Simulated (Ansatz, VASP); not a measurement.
One calculation of BN (Qingsongite), two programs

```xyz
2
Lattice="0.0000 1.8550 1.7831 1.8550 0.0000 1.7831 1.8550 1.8550 0.0000" Properties=species:S:1:pos:R:3 pbc="T T T"
B     0.0000    0.0000    0.0000
N     0.9275    0.9275    0.8916
```

Change from the starting cell: epitaxial_xy strain +2.8%.

Alike in both runs: task single point; functional r2SCAN; k mesh 12 × 12 × 12; no spin polarisation.

|  | VASP | Ansatz |
| --- | --- | --- |
| version | VASP 6.6.1 | Ansatz 0.2.0 |
| potentials or method | VASP PAW PBE potentials, release 64 (B, N) | plane waves, PAW |
| plane-wave cutoff (eV) | 520 | 500 |
| occupations | gaussian, width 0.01 eV | fixed |
| valence electrons in the cell | 8 | 8 |

Ansatz gave:

| Property | Result |
| --- | --- |
| gap on the k mesh at the Fermi level (eV) | 4.27 |
| pressure (GPa) | -15.5 |
| largest component of the traceless stress (GPa) | 15.47 |

Q: What did VASP give for the same quantities?

A: gap on the k mesh at the Fermi level (eV): 4.26; pressure (GPa): -14.5; largest component of the traceless stress (GPa): 15.42.

Caveats: the PAW data sets were made with another functional, which shifts forces and pressure a little (VASP). A k mesh can miss the band edges.
